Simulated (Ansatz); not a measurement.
Migration of H in ZrC

These are results of Ansatz 0.2.0, DFT PBE, scalar-relativistic, plane waves, PAW, not measurements. Settings: 420 eV cutoff, 4×4×4 k-mesh, Gaussian smearing of 0.10 eV, no spin polarisation.

In a supercell of 16 host sites, interstitial H hops to an equivalent place, moving 2.35 Å between the relaxed ends. Climbing-image nudged elastic band at fixed cell with images 0 (start) to 6 (end), the path measured over all atoms, converged to 0.05 eV/Å; the order of the saddle wasn't checked, and the small cell leaves errors of about a tenth of an eV. Zero-point motion and tunnelling, which matter for H, are left out.

Start:

```yaml
crystal:
  lattice:
    - [0.00000, 4.70867, -4.70867]
    - [4.70867, 4.70867, 0.00000]
    - [4.70867, 0.00000, -4.70867]
  atoms:
    - { symbol: Zr, position: [0.49708, 0.50143, 0.00143] }
    - { symbol: Zr, position: [0.50000, 0.00000, 0.00138] }
    - { symbol: Zr, position: [0.00142, 0.50142, 0.00142] }
    - { symbol: Zr, position: [0.00141, 0.99714, 0.00141] }
    - { symbol: Zr, position: [0.50000, 0.50138, 0.50000] }
    - { symbol: Zr, position: [0.50000, 0.00000, 0.50000] }
    - { symbol: Zr, position: [0.00142, 0.50142, 0.49713] }
    - { symbol: Zr, position: [0.00138, 0.00000, 0.50000] }
    - { symbol: C, position: [0.24981, 0.74981, 0.24981] }
    - { symbol: C, position: [0.24981, 0.25195, 0.24981] }
    - { symbol: C, position: [0.75195, 0.74981, 0.24981] }
    - { symbol: C, position: [0.74840, 0.24840, 0.25619] }
    - { symbol: C, position: [0.24981, 0.74981, 0.75195] }
    - { symbol: C, position: [0.25619, 0.24840, 0.74840] }
    - { symbol: C, position: [0.74839, 0.75620, 0.74839] }
    - { symbol: C, position: [0.74840, 0.24839, 0.74839] }
    - { symbol: H, position: [0.87521, 0.37543, 0.87542] }
```

Atom 17 jumps to (5.890, 5.889, -10.592) Å.

(1) Give the energy along the band and the structure at its top.

## Answers

(1)
| image | path (Å) | E − E(0) (eV) | H x (Å) | H y (Å) | H z (Å) | force on H (eV/Å) |
| --- | --- | --- | --- | --- | --- | --- |
| 0 | 0.00 | 0.000 | 5.890 | 5.889 | -8.243 | 0.00 |
| 1 | 0.56 | -0.197 | 6.197 | 5.581 | -8.573 | 1.30 |
| 2 | 1.12 | -0.438 | 6.387 | 5.391 | -9.030 | 0.73 |
| 3 | 1.69 | -0.320 | 6.339 | 5.439 | -9.588 | 0.45 |
| 4 | 2.25 | -0.495 | 6.339 | 5.440 | -10.129 | 0.83 |
| 5 | 2.81 | 0.020 | 6.016 | 5.762 | -10.442 | 0.00 |
| 6 | 3.04 | 0.000 | 5.890 | 5.889 | -10.592 | 0.00 |

Barrier 0.02 eV. An image lies below the start, so the start isn't the lowest place along this path. Image 5:
```yaml
crystal:
  lattice:
    - [0.00000, 4.70867, -4.70867]
    - [4.70867, 4.70867, 0.00000]
    - [4.70867, 0.00000, -4.70867]
  atoms:
    - { symbol: Zr, position: [0.50093, 0.50274, 0.99499] }
    - { symbol: Zr, position: [0.49715, 0.00343, 0.99738] }
    - { symbol: Zr, position: [0.99875, 0.50861, 0.99399] }
    - { symbol: Zr, position: [0.99875, 0.00004, 0.99399] }
    - { symbol: Zr, position: [0.50092, 0.50272, 0.49668] }
    - { symbol: Zr, position: [0.50092, 0.00107, 0.49668] }
    - { symbol: Zr, position: [0.00012, 0.50243, 0.49640] }
    - { symbol: Zr, position: [0.99873, 0.00003, 0.50261] }
    - { symbol: C, position: [0.25183, 0.74690, 0.24832] }
    - { symbol: C, position: [0.25183, 0.25435, 0.24832] }
    - { symbol: C, position: [0.74969, 0.75330, 0.24511] }
    - { symbol: C, position: [0.74786, 0.25319, 0.24715] }
    - { symbol: C, position: [0.24875, 0.75289, 0.74686] }
    - { symbol: C, position: [0.25184, 0.25436, 0.74083] }
    - { symbol: C, position: [0.74970, 0.75329, 0.74726] }
    - { symbol: C, position: [0.74970, 0.25115, 0.74726] }
    - { symbol: H, position: [0.08185, 0.14187, 0.13581] }
```

Cost: 1 run of about 75 core-minutes, on Arm Neoverse V1 (shared hosts).